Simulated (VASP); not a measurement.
Write the native input for VASP 6.6.1 that does the following.

```yaml
Task: single point
Functional: PBEsol
Potentials_or_basis: VASP PAW PBE potentials, release 64 (Cd, S)
Cutoff: 520 eV
k_mesh: 7 × 4 × 1
Occupations: gaussian, width 0.03 eV
Spin: no spin polarisation
Dipole_correction: yes
Further_INCAR_settings: ALGO = Normal; EDIFF = 1e-07; NBANDS = 46
```

The structure of CdS lies in POSCAR:

```
CdS
1.0
    4.1314641900      0.0000000000      0.0000000000
    0.0000000000      6.7246190000      0.0000000000
    0.0000000000      0.0000000000     19.7706061600
Cd S
4 4
Direct
    0.9999994400      0.0006810000      0.3793510400
    0.5000004200      0.5006810000      0.4396756100
    0.4999993900      0.0006810000      0.5603243900
    0.0000003800      0.5006810000      0.6206489600
    0.9999994400      0.6243190000      0.3793510400
    0.5000004200      0.1243190000      0.4396756100
    0.4999993900      0.6243190000      0.5603243900
    0.0000003800      0.1243190000      0.6206489600
```

The input as run:

INCAR

```
SYSTEM = CdS
  PREC = Accurate
  ENCUT = 520
  EDIFF = 1E-7
  ISMEAR = 0
  SIGMA = 0.03
  LREAL = .FALSE.
  LASPH = .TRUE.
  NELM = 80
  ALGO = Normal
  ISIF = 2
  LWAVE = .FALSE.
  LCHARG = .FALSE.
  LDIPOL = .TRUE.
  IDIPOL = 3
  DIPOL = 0.5 0.5 0.500
  GGA = PS
  NBANDS = 46
  LVHAR = .TRUE.
  LVACPOTAV = .TRUE.
  ICORELEVEL = 1
  KPAR = 2
```

KPOINTS

```
Automatic mesh
0
G
  7 4 1
  0 0 0
```

Potentials or basis: VASP PAW PBE potentials, release 64 (Cd, S).

The run is started by

```console
$ cat potpaw_PBE.64/Cd/POTCAR potpaw_PBE.64/S/POTCAR > POTCAR
$ mpirun -np 2 vasp_std > vasp.out
```

Results of the run:

```yaml
Largest_force: 1.250 eV/Å
Band_gap_on_the_k_mesh: 0.94 eV, direct
Ionisation_potential_of_the_upper_face: 5.12 eV
```

Caveat: the PAW data sets were made with another functional, which shifts forces and pressure a little.

Wall time 2.5 min on 2 MPI ranks on Intel(R) Xeon(R) 6975P-C (Granite Rapids), on a shared host, peak memory 0.63 GiB a rank.
